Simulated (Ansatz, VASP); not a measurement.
ZnO: VASP beside Ansatz

```
Zn O
1.0
     3.42435    0.00000    0.00000
    -1.71217    2.96557    0.00000
     0.00000    0.00000    4.82359
Zn O
2 2
Direct
  0.66667 0.33333 0.48149
  0.33333 0.66667 0.98149
  0.66667 0.33333 0.89882
  0.33333 0.66667 0.39882
```

Change from the starting cell: biaxial strain in the a-b plane, c and atoms relaxed: +6.0 %.

Alike in both runs: functional PBEsol; k mesh 9 × 9 × 6; occupations gaussian, width 0.02 eV; no spin polarisation.

Ansatz relaxed the structure, and its values are those at the end. VASP's run is a single point on that final structure, the one shown.

```csv
,VASP,Ansatz
version,VASP 6.6.1,Ansatz 0.2.0
potentials or method,"VASP PAW PBE potentials, release 64 (Zn, O)","scalar-relativistic, plane waves, PAW"
plane-wave cutoff (eV),520,420
valence electrons in the cell,36,36
```

```csv
,VASP,Ansatz,Ansatz less VASP
gap on the k mesh at the Fermi level (eV),0.73,0.75,+0.018
least direct gap on the mesh (eV),0.73,0.75,+0.018
pressure (GPa),-6.0,-6.8,-0.81
rms of the force components (eV/Å),0.012,0.000,-0.0124
```

Caveats: the PAW data sets were made with another functional, which shifts forces and pressure a little (VASP).
